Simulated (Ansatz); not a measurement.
A run of Ansatz 0.2.0 is set up as follows.

The input input.yaml:

```yaml
crystal:
  lattice:
    - [3.18, 0.0, 0.0]
    - [-1.59, 2.753960784, 0.0]
    - [0.0, 0.0, 5.166]
  atoms:
    - { symbol: Ga, position: [0.6666666667, 0.3333333333, 0.5] }
    - { symbol: Ga, position: [0.3333333333, 0.6666666667, 0.0] }
    - { symbol: "N", position: [0.6666666667, 0.3333333333, 0.875] }
    - { symbol: "N", position: [0.3333333333, 0.6666666667, 0.375] }
hamiltonian:
  xc: pbesol
  pseudopotentials: { kind: paw }
kpoints:
  mp_grid: { grid: [8, 8, 5] }
scf:
  occupations: { method: fixed }
phonons:
  method: dfpt
  dielectric: true
  rigid_motions: translations
```

Potentials or basis: Ansatz PAW.

The run is started by

```console
$ ansatz run input.yaml --threads 2 --pin off --max-ram 5120MiB --backend cpu --events-out ev --progress --plain --runs-dir out
```

Predict the electronic dielectric tensor (diagonal).

5.82, 5.82, 5.96.

What does it give for the Born charges (mean of the diagonal)?

Ga +2.65; N -2.65 e.

Estimate the highest phonon frequency at Γ, LO-TO splitting left out.

694 cm⁻¹.

What does it give for the band gap on the k mesh?

1.91 eV, direct.

Estimate the static dielectric tensor (diagonal).

10.16, 10.16, 10.72.

Static dielectric tensor, electrons and zone-centre modes:
```
10.16  0.00  0.00
 0.00 10.16  0.00
 0.00  0.00 10.72
```

Caveat: odd divisions of the mesh miss points on the zone boundary, where band edges often lie, so the gap on the mesh can be too wide.

**Experimental background.**

From “Studying electronic properties in GaN without electrical contacts using γ-γ vs e−-γ Perturbed Angular Correlations”, 2019, pmc:6823545, for a bulk crystal of GaN: band gap 3.503 ± 0.005 eV (direct).

Measured gap of GaN: 3.503 eV (direct; quoted in “Studying electronic properties in GaN without electrical contacts using γ-γ vs e−-γ Perturbed Angular Correlations”, 2019, pmc:6823545). This calculation gives 1.91 eV (-1.60 eV). Spin-orbit coupling on Ga is left out. The value is that of PBEsol, without temperature or zero-point motion. Semilocal functionals fall short of measured gaps as a rule.
